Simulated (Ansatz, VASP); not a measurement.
This is a calculation of Sb for Ansatz 0.2.0.

The input input.yaml:

```yaml
crystal:
  lattice:
    - [3.0954921035, 0.0, 0.0]
    - [0.0, 3.0954921035, 0.0]
    - [0.0, 0.0, 3.0954921035]
  atoms:
    - { symbol: Sb, position: [0.0, 0.0, 0.0] }
kpoints:
  mp_grid: { grid: [8, 8, 8] }
scf:
  occupations: { method: fermi_dirac, width: 0.05 }
hamiltonian:
  xc: lda
  pseudopotentials: { kind: all_electron, lapw: { basis_error: 0.001 } }
output:
  forces: true
  stress: true
  eigenvalues: true
```

Potentials or basis: all-electron LAPW, scalar-relativistic.

Launch:

```console
$ ansatz run input.yaml --threads 1 --pin off --max-ram 3072MiB --backend cpu --events-out ev --progress --plain --runs-dir out
```

Question: Translate it to VASP 6.6.1. Potentials there: VASP PAW LDA potentials, release 64 (Sb).

Answer: As run (the cutoff follows the program's own potentials):

The input INCAR:

```
  PREC = Accurate
  ENCUT = 520
  EDIFF = 1E-6
  ISMEAR = -1
  SIGMA = 0.05
  LREAL = False
  LASPH = True
  NELM = 80
  ALGO = Normal
  ISIF = 2
  LWAVE = False
  LCHARG = False
  NBANDS = 8
```

File KPOINTS:

```
Automatic mesh
0
Gamma
  8 8 8
```

File POSCAR:

```
Sb
1.0
    3.0954921035      0.0000000000      0.0000000000
    0.0000000000      3.0954921035      0.0000000000
    0.0000000000      0.0000000000      3.0954921035
Sb
1
Direct
    0.0000000000      0.0000000000      0.0000000000
```

Potentials or basis: VASP PAW LDA potentials, release 64 (Sb).

Run with:

```console
$ cat potpaw_LDA.64/Sb/POTCAR > POTCAR
$ mpirun -np 1 vasp_std > vasp.out
```

Both were run:

|  | VASP | Ansatz | Ansatz less VASP |
| --- | --- | --- | --- |
| gap on the k mesh at the Fermi level (eV) | none | none | - |
| pressure (GPa) | -2.6 | -2.8 | -0.16 |

A gap of «none» marks a metal or a gap that the smearing closes. Ansatz ran all-electron here, so the differences hold the error of VASP's frozen core and of both bases.

Spin-orbit coupling is left out, which matters for the levels of Sb.
